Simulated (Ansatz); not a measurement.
# Sn: single point with PBE0

Crystal: Sn.

```
CELL_PARAMETERS angstrom
-2.02919 2.02919 1.66076
2.02919 -2.02919 1.66076
2.02919 2.02919 -1.66076
ATOMIC_POSITIONS crystal
Sn 0.00000 0.00000 0.00000
```

This isn't the form of Sn at room conditions, which is tetragonal (white tin).

* Program: Ansatz 0.2.0
* Task: single point
* Functional: PBE0
* Potentials or basis: Ansatz PAW
* Cutoff: 420 eV (not typed: the program's choice for these potentials)
* k mesh: 5 × 5 × 5
* Occupations: fermi-dirac, width 0.05 eV
* Spin: no spin polarisation

```
Pressure               : 1.0 GPa
Band gap on the k mesh : none (metal or under the smearing width)
```

Stress tensor (GPa, compression positive):
```
-0.48  0.00  0.00
 0.00 -0.48  0.00
 0.00  0.00  4.06
```

Levels at points of the mesh, in eV from the Fermi level:
```tsv
k point	band 3	band 4	band 5	band 6	band 7	band 8	band 9	band 10	band 11
(0.00, 0.00, 0.00)	-24.06	-24.06	-23.94	-12.71	8.08	8.08	10.90	11.47	12.65
```

It took 10 s on 1 × NVIDIA H100 80GB HBM3 with 2 threads of AMD EPYC 7R13 Processor (Zen 3), with other jobs on the host, peak memory 1.5 GiB.

Caveat: the k mesh is coarse (spacing up to 0.49 Å⁻¹), so the values aren't converged, least of all with exact exchange; the PAW data sets come from PBE, with cores solved anew for the run's functional, which leaves a small shift of forces and pressure; the thresholds are loose for stress.
